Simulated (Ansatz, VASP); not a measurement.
# TiB2: VASP beside Ansatz

Contents of INCAR:

```
PREC = Accurate
ENCUT = 520
EDIFF = 1E-7
ISMEAR = -1
SIGMA = 0.03
LREAL = F
LASPH = T
NELM = 100
ALGO = Normal
ISIF = 2
LWAVE = F
LCHARG = F
GGA = PE
NBANDS = 16
```

Contents of KPOINTS:

```
regular mesh
0
Gamma
  14 14 11
```

POSCAR

```
TiB2
1.0
    3.0291982016      0.0000000000      0.0000000000
   -1.5145991008      2.6233625957      0.0000000000
    0.0000000000      0.0000000000      3.2284000000
Ti B
1 2
Direct
    0.0000000000      0.0000000000      0.0000000000
    0.3333333333      0.6666666667      0.5000000000
    0.6666666667      0.3333333333      0.5000000000
```

Input for Ansatz:

```yaml
crystal:
  lattice:
    - [3.0291982016, 0.0, 0.0]
    - [-1.5145991008, 2.6233625957, 0.0]
    - [0.0, 0.0, 3.2284]
  atoms:
    - { symbol: Ti, position: [0.0, 0.0, 0.0] }
    - { symbol: B, position: [0.3333333333, 0.6666666667, 0.5] }
    - { symbol: B, position: [0.6666666667, 0.3333333333, 0.5] }
kpoints:
  mp_grid: { grid: [14, 14, 11] }
  band_path:
    path:
      - [0.0, 0.0, 0.0]
      - [0.5, 0.0, 0.0]
      - [0.3333333333, 0.3333333333, 0.0]
      - [0.0, 0.0, 0.0]
      - [0.0, 0.0, 0.5]
      - [0.5, 0.0, 0.5]
      - [0.3333333333, 0.3333333333, 0.5]
      - [0.0, 0.0, 0.5]
      - [0.5, 0.0, 0.5]
    npoints: 8
scf:
  occupations: { method: fermi_dirac, width: 0.03 }
hamiltonian:
  xc: pbe
  pseudopotentials: { kind: all_electron, lapw: { basis_error: 0.001 } }
output:
  forces: true
  stress: true
  eigenvalues: true
  populations: true
  dos: { projected: true, de: 0.2, e_range: [-14, 8] }
```

Alike in both runs: task single point; functional PBE; k mesh 14 × 14 × 11; occupations fermi-dirac, width 0.03 eV; no spin polarisation.

|  | VASP | Ansatz |
| --- | --- | --- |
| version | VASP 6.6.1 | Ansatz 0.2.0 |
| potentials or method | VASP PAW PBE potentials, release 64 (Ti_sv, B) | all-electron LAPW, scalar-relativistic |
| plane-wave cutoff (eV) | 520 | see its input |

VASP gave:

```
pressure (GPa)                                  : 0.4
largest component of the traceless stress (GPa) : 0.70
```

Which values does Ansatz return?

Pressure (GPa): 0.2; largest component of the traceless stress (GPa): 0.68.

Ansatz ran all-electron here, so the differences hold the error of VASP's frozen core and of both bases.
